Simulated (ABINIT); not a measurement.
The system is ZnO (zincite).

```xyz
4
Lattice="3.2493 0.0000 0.0000 -1.6247 2.8140 0.0000 0.0000 0.0000 5.2057" Properties=species:S:1:pos:R:3 pbc="T T T"
Zn    1.6247    0.9380    0.0000
Zn    0.0000    1.8760    2.6029
O     0.0000    1.8760    4.5759
O     1.6247    0.9380    1.9730
```

Program: ABINIT 10.8.3 (patched build). Alike in all runs: no spin polarisation; cell as given; cutoff (eV) 626; smearing fermi-dirac 0.05 eV. Hardware: 1 thread of Arm Neoverse V2, on a shared host.

**Question.** Order these runs on this cell by their wall time, lowest first.
A. task single point; level LDA; potentials or basis JTH PAW LDA v2.0; k mesh 7 × 7 × 4; mesh quality not flagged
B. task single point; level LDA; potentials or basis JTH PAW LDA v2.0; k mesh 5 × 5 × 3; mesh quality coarse
C. task band structure; level HCTH407; potentials or basis JTH PAW PBE v2.0; k mesh 9 × 9 × 5; mesh quality not flagged

**Answer.** B (34 s), A (98 s), C (210 s).

Caveats: some runs use coarse meshes.

Runs at the PBE level aren't shown here.
